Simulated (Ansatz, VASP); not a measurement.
# Li16HF15 (U centre (hydride ion on a halide site) in LiF): VASP beside Ansatz, part 2 of 2

Aim: how closely do two programs agree when they are given the same cell, functional and k mesh? The cell is taken from a series of runs on this material, whose earlier steps may have relaxed, scaled, displaced or heated it; both programs get it as it stands.

VASP 6.6.1 and Ansatz 0.2.0.

So far. Step 2 (VASP: single point, HSE06): The run ends at a pressure of -3.67 GPa, with forces up to 1.7 eV/Å.

## 3. Ansatz: single point, HSE06

Level of this step: Ansatz beside VASP: Kohn-Sham DFT, plane waves, HSE06 (Ansatz).

Ansatz runs on its default PAW (the set named soft_2) files.

The same cell, functional, mesh and smearing now go to Ansatz.

input.yaml reads:

```yaml
crystal:
  lattice:
    - [-4.06712875, 4.06712875, 4.06712875]
    - [4.06712875, -4.06712875, 4.06712875]
    - [4.06712875, 4.06712875, -4.06712875]
  atoms:
    - { symbol: Li, position: [0.0, 0.0, 0.0] }
    - { symbol: Li, position: [0.0, 0.25, 0.75] }
    - { symbol: Li, position: [0.0, 0.5, 0.5] }
    - { symbol: Li, position: [0.0, 0.75, 0.25] }
    - { symbol: Li, position: [0.25, 0.0, 0.75] }
    - { symbol: Li, position: [0.247668018, 0.247668018, 0.5] }
    - { symbol: Li, position: [0.248776587, 0.501205537, 0.247764986] }
    - { symbol: Li, position: [0.25, 0.75, 0.0] }
    - { symbol: Li, position: [0.5, 0.0, 0.5] }
    - { symbol: Li, position: [0.5, 0.247668018, 0.247668018] }
    - { symbol: Li, position: [0.5, 0.5, 0.0] }
    - { symbol: Li, position: [0.5, 0.752331982, 0.752331982] }
    - { symbol: Li, position: [0.75, 0.0, 0.25] }
    - { symbol: Li, position: [0.75, 0.25, 0.0] }
    - { symbol: Li, position: [0.752331982, 0.5, 0.752331982] }
    - { symbol: Li, position: [0.752331982, 0.752331982, 0.5] }
    - { symbol: F, position: [0.0, 0.0, 0.5] }
    - { symbol: F, position: [-0.000379202, 0.249810399, 0.249810399] }
    - { symbol: F, position: [0.0, 0.5, 0.0] }
    - { symbol: F, position: [0.000379202, 0.750189601, 0.750189601] }
    - { symbol: F, position: [0.249810399, -0.000379202, 0.249810399] }
    - { symbol: F, position: [0.249810399, 0.249810399, -0.000379202] }
    - { symbol: F, position: [0.249810399, 0.5, 0.750189601] }
    - { symbol: F, position: [0.249810399, 0.750189601, 0.5] }
    - { symbol: F, position: [0.5, 0.0, 0.0] }
    - { symbol: F, position: [0.5, 0.249810399, 0.750189601] }
    - { symbol: H, position: [0.448942676, 0.444476619, 0.495533942] }
    - { symbol: F, position: [0.5, 0.750189601, 0.249810399] }
    - { symbol: F, position: [0.750189601, 0.000379202, 0.750189601] }
    - { symbol: F, position: [0.750189601, 0.249810399, 0.5] }
    - { symbol: F, position: [0.750189601, 0.5, 0.249810399] }
    - { symbol: F, position: [0.750189601, 0.750189601, 0.000379202] }
basis:
  ecutwfc: 420
  xc_grid: 2
hamiltonian:
  xc: hse06
kpoints:
  mp_grid: { grid: [1, 1, 1] }
scf:
  occupations: { method: fermi_dirac, width: 0.01 }
  max_iter: 120
output:
  forces: true
checkpoint:
  read: "../relax.run"
```

The run is started by

```bash
$ ansatz run input.yaml --threads 2 --pin off --max-ram 3768MiB --backend cpu --events-out ev --progress --plain --runs-dir out
```

Numbers of over 12 decimals in the logs are rounded to 6 here.

The log of the run:

```text
Warning: checkpoint.read: the run can stay near the saved state's solution: 2 site(s) moved relative to the saved geometry (max |Δs| = 5.552e-2 fractional); the SCF starts from the saved state under `checkpoint.density_extrapolation: transplant`, in force with no word given; its orbitals are not used off its sites. A run without `checkpoint.read` takes nothing of the state. A lower free energy from it at the same positions (and U, V and field ramp, if any) shows a solution that this start missed, and an equal or higher one rules none out (checkpoint.read, Limitations, in the input reference)
exact exchange: scf.exx.singularity resolves to wigner_seitz, which cuts the screened interaction at the faces of the exchange supercell's Wigner-Seitz cell, so that each pair interacts once, at the shortest of its separations (the periodic images that this leaves out come, for a point-like exchange hole, to about 0.205 eV on a filled level). The cut falls within the interaction's reach, and what an exchange supercel [...]
Engine: ansatz 0.2.0, x86_64-unknown-linux-gnu
Pseudopotentials: kind: paw
Pseudopotential: Li, paw, valence charge 3, recommended cutoff 420 eV (normal), Li.paw.azcp
Pseudopotential: F, paw, valence charge 7, recommended cutoff 420 eV (normal), F.paw.azcp
Pseudopotential: H, paw, valence charge 1, recommended cutoff 420 eV (normal), H.paw.azcp
Functional definition: HSE06
  parameter a = 0.25
  parameter omega = 0.11/bohr
  exchange = pbe_x - a*pbe_x_sr(omega) + a*exact_x_sr(omega)
  correlation = pbe_c
Crystal: 32 atoms, lattice volume = 269.106 Å³
Basis set: ecut = 420 eV, 5281 PW (Γ), exchange–correlation on 96×96×96 points (8 copies of the dense FFT grid, shifted against one another)
Bands: 109, of which v1, the nominal top of the filled ones, is band 77 counted from 1 (76 counted from 0)
Symmetry: 1 space group operations
Space group: P1 (ITA 1), of the structure as read, at distance tolerance 6.5e-5 Å
k-points: 1
Non-local potential: Li, projectors of the file, l = 0: 3, l = 1: 2, l = 2: 1
Non-local potential: F, projectors of the file, l = 0: 2, l = 1: 2, l = 2: 1
Non-local potential: H, projectors of the file, l = 0: 2, l = 1: 1
PAW form: soft (Blöchl's): semilocal exchange-correlation on the pseudo side does not see the compensation charge
PAW frozen core: F, regenerated for the run's functional, and the local potential with it (the file was generated under x = pbe(κ = 0.804, μ = 0.219515), c = pbe(β = 0.066725))
PAW one-centre angular grid: Li, 110 points (default); XC on 96 Gauss nodes
PAW one-centre angular grid: F, 110 points (default); XC on 64 Gauss nodes
PAW one-centre angular grid: H, 110 points (default); XC on 64 Gauss nodes
Initial density: read from a saved state, or passed on in memory by an earlier SCF of this step, an earlier step, the calling program or the single point that the run made first, carried with its atoms to this geometry
Initial wavefunctions: pseudopotential atomic-orbital guess
Functional: x = pbe(κ = 0.804, μ = 0.219515), c = pbe(β = 0.066725), warm-up for x = pbe(κ = 0.804, μ = 0.219515) + 0.25 (exact − pbe) at short range (hse, ω = 0.207870 Å⁻¹), c = pbe(β = 0.066725); HSE06 as pw.x's `hse` composes it (authors' and Libxc's form: `xc: wpbeh`)
iter 1 solved again at ethr=5.78e-4 eV; its pass at ethr=1.00e-1 eV (dr2=8.90e-1 eV) is discarded
SCF iter   1: F=—  HF=-15463.748982 eV  |F-HF|=—  |Δ(HF+E_count)|=         —  Δρ=1.71e-2  dr2=8.83e-1  ethr=5.78e-4  ⟨swp⟩=10.0  Hψ=659  notcnv=0
preconditioner: auto → none  [insulator: Δε(μ)=7.320 eV  Ē_g=19.339 eV  σ=0.010 eV  W_gap=1.00  n_scr=78 (ndim 8)  ℏωp=25.0 eV  f_vac=0.000  D(μ)=0.00/eV (n_scr^D=0)]
SCF iter   2: F=—  HF=-15463.492033 eV  |F-HF|=—  |Δ(HF+E_count)|=   2.57e-1  Δρ=6.97e-3  dr2=1.02e-1  ethr=5.73e-4  ⟨swp⟩=5.0  Hψ=251  notcnv=0
iter 3 solved again at ethr=1.69e-6 eV; its pass at ethr=6.64e-5 eV (dr2=2.60e-3 eV) is discarded
SCF iter   3: F=-15463.467399 eV  HF=-15463.467850 eV  |F-HF|=4.50e-4  |Δ(HF+E_count)|=   2.42e-2  Δρ=1.22e-3  dr2=2.41e-3  ethr=1.69e-6  ⟨swp⟩=6.0  Hψ=526  notcnv=0
SCF 1 stopped early in 3 iterations: F = -15463.467399 eV  dr2 = 2.41e-3
  greatest PAW one-centre occupation: 1.000 electrons in one spin orbital (limit 2), on the Li atom at site 5 (counted from 0), in its partial waves of l = 0
Initial density: handed on by an earlier stage of this run
Initial wavefunctions: those handed on with the density
Functional: x = pbe(κ = 0.804, μ = 0.219515) + 0.25 (exact − pbe) at short range (hse, ω = 0.207870 Å⁻¹), c = pbe(β = 0.066725); HSE06 as pw.x's `hse` composes it (authors' and Libxc's form: `xc: wpbeh`)
Exchange kernel: α = 0.2500, screened, ω = 0.2079 Å⁻¹, Wigner–Seitz truncation, v(0) = 647.5240 eV·Å³, q-mesh 1×1×1, nearest image of the exchange supercell L = 7.04 Å, pair-density grid 30×30×30, without the augmentation charges, whose exchange is taken in its separable form (sized by the pseudopotential files, 40×40×40 at the most)
Frozen-core exchange: fock
SCF iter   1: F=—  HF=-15462.741445 eV  |F-HF|=—  |Δ(HF+E_count)|=         —  Δρ=7.38e-3  dr2=1.42e-1  ethr=1.57e-5  ⟨swp⟩=5.0  Hψ=427  notcnv=0
preconditioner: auto → none  [insulator: Δε(μ)=8.342 eV  Ē_g=22.325 eV  σ=0.010 eV  W_gap=1.00  n_scr=78 (ndim 8)  ℏωp=25.0 eV  f_vac=0.000  D(μ)=0.00/eV (n_scr^D=0)]
SCF iter   2: F=—  HF=-15462.700915 eV  |F-HF|=—  |Δ(HF+E_count)|=   4.05e-2  Δρ=3.97e-3  dr2=1.46e-2  ethr=1.57e-5  ⟨swp⟩=4.0  Hψ=349  notcnv=0
SCF iter   3: F=—  HF=-15462.735191 eV  |F-HF|=—  |Δ(HF+E_count)|=   3.43e-2  Δρ=1.70e-3  dr2=5.86e-3  ethr=7.24e-6  ⟨swp⟩=4.0  Hψ=259  notcnv=0
SCF iter   4: F=—  HF=-15462.733450 eV  |F-HF|=—  |Δ(HF+E_count)|=   1.74e-3  Δρ=5.60e-4  dr2=8.90e-4  ethr=3.70e-6  ⟨swp⟩=2.0  Hψ=200  notcnv=0
SCF iter   5: F=—  HF=-15462.733245 eV  |F-HF|=—  |Δ(HF+E_count)|=   2.05e-4  Δρ=1.10e-4  dr2=9.81e-5  ethr=4.68e-7  ⟨swp⟩=3.0  Hψ=230  notcnv=0
SCF iter   6: F=—  HF=-15462.733753 eV  |F-HF|=—  |Δ(HF+E_count)|=   5.08e-4  Δρ=2.50e-4  dr2=1.13e-4  ethr=1.22e-8  ⟨swp⟩=4.0  Hψ=321  notcnv=0
SCF iter   7: F=-15462.733677 eV  HF=-15462.733716 eV  |F-HF|=3.95e-5  |Δ(HF+E_count)|=   3.68e-5  Δρ=2.97e-5  dr2=3.95e-6  ethr=1.22e-8  ⟨swp⟩=4.0  Hψ=280  notcnv=0
SCF 2 stopped early in 7 iterations: F = -15462.733677 eV  dr2 = 3.95e-6
  Residual-converged pass: ⟨swp⟩=3.0  Hψ=201  notcnv=0  max |occ|·‖R‖ = 5.9e-6 eV (tolerance 6.7e-6 eV)  dr2=3.95e-6  dr2_onsite=1.48e-7  max |Δocc| = 0.0e0
  greatest PAW one-centre occupation: 0.999 electrons in one spin orbital (limit 2), on the Li atom at site 5 (counted from 0), in its partial waves of l = 0
hybrid outer 1: dexx = +4.060e-2 eV, tail = 6.69e-5 eV
Exchange kernel: α = 0.2500, screened, ω = 0.2079 Å⁻¹, Wigner–Seitz truncation, v(0) = 647.5240 eV·Å³, q-mesh 1×1×1, nearest image of the exchange supercell L = 7.04 Å, pair-density grid 30×30×30, without the augmentation charges, whose exchange is taken in its separable form (sized by the pseudopotential files, 40×40×40 at the most)
Frozen-core exchange: fock
SCF iter   1: F=—  HF=-15462.734746 eV  |F-HF|=—  |Δ(HF+E_count)|=         —  Δρ=5.68e-5  dr2=5.78e-6  ethr=2.17e-7  ⟨swp⟩=6.0  Hψ=280  notcnv=0
preconditioner: auto → none  [insulator: Δε(μ)=8.440 eV  Ē_g=22.247 eV  σ=0.010 eV  W_gap=1.00  n_scr=78 (ndim 8)  ℏωp=25.0 eV  f_vac=0.000  D(μ)=0.00/eV (n_scr^D=0)]
SCF iter   2: F=—  HF=-15462.734745 eV  |F-HF|=—  |Δ(HF+E_count)|=   9.85e-7  Δρ=1.62e-5  dr2=2.37e-7  ethr=3.13e-9  ⟨swp⟩=3.0  Hψ=225  notcnv=0
SCF iter   3: F=—  HF=-15462.734746 eV  |F-HF|=—  |Δ(HF+E_count)|=   6.60e-7  Δρ=6.51e-6  dr2=6.20e-8  ethr=9.47e-11  ⟨swp⟩=4.0  Hψ=258  notcnv=0
SCF iter   4: F=-15462.734746 eV  HF=-15462.734746 eV  |F-HF|=4.83e-9  |Δ(HF+E_count)|=   8.09e-9  Δρ=1.94e-6  dr2=5.81e-9  ethr=3.54e-11  ⟨swp⟩=3.0  Hψ=265  notcnv=0
SCF 3 converged in 4 iterations: F = -15462.734746 eV  dr2 = 5.81e-9
  Residual-converged pass: ⟨swp⟩=3.0  Hψ=189  notcnv=0  max |occ|·‖R‖ = 1.4e-6 eV (tolerance 1.8e-6 eV)  dr2=5.86e-9  dr2_onsite=4.50e-10  max |Δocc| = 0.0e0
hybrid outer 2: dexx = +7.856e-7 eV, tail = 3.03e-8 eV, Δε = 1.12e-3 eV (about 2.51e-5 eV left of the loop's levels), ΔF = 2.56e-3 eV/Å (tail 2.61e-4)
hybrid SCF converged: 2 outer / 11 inner (+3 warm-up), last move |dexx| = 7.86e-7 eV, tail = 3.03e-8 eV
Stability not checked: this state was not tested for a lower state beside it, because the functional holds exact exchange (a hybrid, or Hartree-Fock), whose exchange loop this test does not read (fock_operator; see scf.lower_state_search)
Free energy (F): -15462.734746 eV
Frozen-core exchange: fock
Harris-Foulkes:  -15462.734746 eV  (|F-HF|=4.83e-9)
Internal energy: -15462.734746 eV  (E = F + TS)
E sigma→0 (E₀):  -15462.734746 eV
Fermi energy:    6.010219 eV
--- Per-component energies (eV) ---
  E_band       = -2288.765487
  E_kinetic    = 3518.251576
  E_local      = -10241.011474  (includes V_loc(G=0)·N_el)
  E_nonlocal   = 552.357012
  E_hartree    = 3639.538466
  E_xc         = -1121.611137
  E_vxc        = -1426.396358  (∫ρ·V_xc dr)
  E_exx        = -588.448140  (= α·E_x^exact, valence–valence)
  E_paw        = -3039.048602  (= ΣΔE_a)
  E_vpaw       = -794.186099  (= ΣTr[D̂ρ^β])
  E_aug_tail   = 0.032224  (compensation charges beyond the density's cutoff)
  E_ewald      = -8182.341706
  E_core_change = -0.452968  (= ΣΔE_core)
  E_smearing   = -0.000000  (= −TS)
  E_closure    = 0.000003  (closes the sum)
  Σ components = -15462.734746   (vs F -15462.734746, Δ=0.00e0)
--- Forces (eV/Å), atoms counted from 1 ---
  atom   1  Li     0.08795328     0.08767341     0.03002786
  atom   2  Li    -0.00320637     0.00043455     0.05336199
  atom   3  Li    -0.08386362     0.07332509     0.01504933
  atom   4  Li     0.00332895    -0.00052412     0.05577486
  atom   5  Li     0.00532710    -0.00323873     0.05546920
  atom   6  Li    -0.00331942    -0.00482359    -0.51399173
  atom   7  Li    -0.01715707    -0.00036376    -0.19787192
  atom   8  Li     0.00600292    -0.00559101     0.00094800
  atom   9  Li     0.08820619    -0.08774196     0.03021367
  atom  10  Li     0.00631902    -0.00026582    -0.17100043
  atom  11  Li    -0.08409545    -0.07338527     0.01521334
  atom  12  Li     0.00710389     0.00063272    -0.16840783
  atom  13  Li     0.00477704     0.00323243     0.06178011
  atom  14  Li     0.00360167     0.00540538     0.00086103
  atom  15  Li    -0.01467546    -0.00167497    -0.16950602
  atom  16  Li    -0.01170564     0.00545878     0.19289779
  atom  17  F     -0.00048667    -0.00002912    -0.11492479
  atom  18  F      0.00629217    -0.21350434    -0.14452793
  atom  19  F     -0.00008795     0.00020587     0.00086382
  atom  20  F      0.00119397    -0.15826396    -0.10994959
  atom  21  F     -0.23729102     0.00266796    -0.16922938
  atom  22  F      0.00079830    -0.00425550     0.04251538
  atom  23  F      0.19686863     0.00223003    -0.11992533
  atom  24  F     -0.02213223     0.02686104     0.03839043
  atom  25  F     -0.00967426     0.00000560    -0.00694180
  atom  26  F      0.00565725     0.21427380    -0.14360061
  atom  27  H      0.09637099     0.00034172     1.70223667
  atom  28  F      0.00186457     0.15822042    -0.11093363
  atom  29  F     -0.16718156    -0.00277321    -0.12185803
  atom  30  F      0.00056791     0.00448132     0.03513454
  atom  31  F      0.15435872    -0.00232747    -0.09917665
  atom  32  F     -0.02174606    -0.02669673     0.03100210
  max |Σ_I F_I| component: 1.06e-4 eV/Å
--- Band table (eV) ---
  k-point 0: bands = [... 73 lower, -1.2198, -1.2184, -1.2123, 1.7900, 10.2305]
  guard bands above this table: 31 of the run's 109 bands. The solve was not asked for them (output.publish_guard_bands: true or output.eigenvalues: true publishes all)
```

In the SCF lines HF is the Harris–Foulkes energy and dr2 the Hartree energy of the density residual, in eV; the loop may stop once dr2 is under the threshold and the program's other checks hold. Hψ counts applications of the Hamiltonian.

## 4. Differences

Known differences besides the potentials themselves: exact exchange at q = 0 is treated differently, which shows on coarse meshes; VASP keeps PBE cores, Ansatz makes them for the functional; the cutoff is 420 eV in Ansatz and 650 eV in VASP (PREC = Accurate, projectors in real space); VASP takes a coarser grid for exact exchange (PRECFOCK = Fast). Total energies have different zeros and are not compared.

The two programs side by side:

```csv
quantity,Ansatz,VASP,difference
gap on the k mesh (eV),8.440,8.495,-0.055
```

Forces on 8 of the 32 atoms, those with the largest forces and the largest differences (eV/Å; atoms numbered as in POSCAR):

```csv
atom,"Ansatz x, y, z","VASP x, y, z"
Li6,"-0.003, -0.005, -0.514","-0.003, -0.005, -0.525"
Li16,"-0.012, 0.005, 0.193","-0.012, 0.005, 0.185"
F18,"0.006, -0.214, -0.145","0.006, -0.210, -0.142"
F21,"-0.237, 0.003, -0.169","-0.234, 0.003, -0.167"
F23,"0.197, 0.002, -0.120","0.193, 0.002, -0.118"
F26,"0.006, 0.214, -0.144","0.006, 0.211, -0.141"
F28,"-0.167, -0.003, -0.122","-0.167, -0.003, -0.122"
H32,"0.096, 0.000, 1.702","0.096, 0.000, 1.713"
```

The forces differ by 2.2 meV/Å r.m.s., which is 1.1 % of the r.m.s. force of 0.201 eV/Å (both taken over all components). A gap on the mesh is an upper bound, since the band edges may lie between its points.

## 5. Outcome

```json
{
  "r.m.s. force difference (single point, HSE06)": "1.1 % of the r.m.s. force",
  "difference in gap on the k mesh (single point, HSE06)": "-0.055 eV"
}
```

The difference in gap on the k mesh is -0.055 eV (single point, HSE06), within the 0.08 eV picked in this series as the mark of a large difference. How closely two codes agree says nothing of how well the functional describes the real material.

[Lines on the potential files, build, host, timing and source positions are cut from VASP's logs without a mark.]

[Logs are printed without paths, hosts, clocks, repeated set-up lines and the standing remarks that a program may print on its own settings, such as how far it seeks lower states.]

[Hosts, paths, dates, database ids (printed as entryN), source tags and the programs' standing remarks are cut or masked in the printed files.]
